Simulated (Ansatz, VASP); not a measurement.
## TaN: VASP beside Ansatz

INCAR

```
ALGO     = Normal         # electronic algorithm
EDIFF    = 1E-7           # SCF threshold, eV
ENCUT    = 520            # plane-wave cutoff, eV
GGA      = PS             # functional
ISIF     = 2              # what is computed and relaxed
ISMEAR   = 0              # smearing method
LASPH    = True           # aspherical terms in the spheres
LCHARG   = True           # write CHGCAR
LELF     = True           # ELF
LREAL    = False          # projectors in reciprocal space
LVHAR    = True         
LWAVE    = False          # write WAVECAR
NBANDS   = 15             # bands
NELM     = 60             # most SCF steps
PREC     = Accurate       # precision mode
SIGMA    = 0.15           # smearing width, eV
```

Contents of KPOINTS:

```
k-points
0
Gamma
  18 18 16
```

POSCAR

```
TaN
1.0
    2.9240351141      0.0000000000      0.0000000000
   -1.4620175570      2.5322886904      0.0000000000
    0.0000000000      0.0000000000      2.9425000000
Ta N
1 1
Direct
    0.3333333333      0.6666666667      0.5000000000
    0.0000000000      0.0000000000      0.0000000000
```

Input for Ansatz:

```yaml
crystal:
  lattice:
    - [2.9240351141, 0.0, 0.0]
    - [-1.462017557, 2.5322886904, 0.0]
    - [0.0, 0.0, 2.9425]
  atoms:
    - { symbol: Ta, position: [0.3333333333, 0.6666666667, 0.5] }
    - { symbol: "N", position: [0.0, 0.0, 0.0] }
basis:
  ecutwfc: 520.0
kpoints:
  mp_grid: { grid: [18, 18, 16] }
hamiltonian:
  xc: pbesol
scf:
  occupations: { method: gaussian, width: 0.15 }
output:
  forces: true
  stress: true
  eigenvalues: true
```

Alike in both runs: task single point; functional PBEsol; k mesh 18 × 18 × 16; occupations gaussian, width 0.15 eV; no spin polarisation.

|  | VASP | Ansatz |
| --- | --- | --- |
| version | VASP 6.6.1 | Ansatz 0.2.0 |
| potentials or method | VASP PAW PBE potentials, release 64 (Ta_pv, N) | scalar-relativistic, plane waves, PAW |
| plane-wave cutoff (eV) | 520 | 520 |
| valence electrons in the cell | 16 | 18 |

|  | VASP | Ansatz | Ansatz less VASP |
| --- | --- | --- | --- |
| gap on the k mesh at the Fermi level (eV) | none | none | - |
| pressure (GPa) | -8.3 | -9.0 | -0.72 |
| largest component of the traceless stress (GPa) | 10.70 | 10.82 | +0.119 |

A gap of «none» marks a metal or a gap that the smearing closes. The two sets of potentials don't hold the same shells in valence.

Caveats: the PAW data sets were made with another functional, which shifts forces and pressure a little (VASP). Spin-orbit coupling is left out, which matters for the levels of Ta.
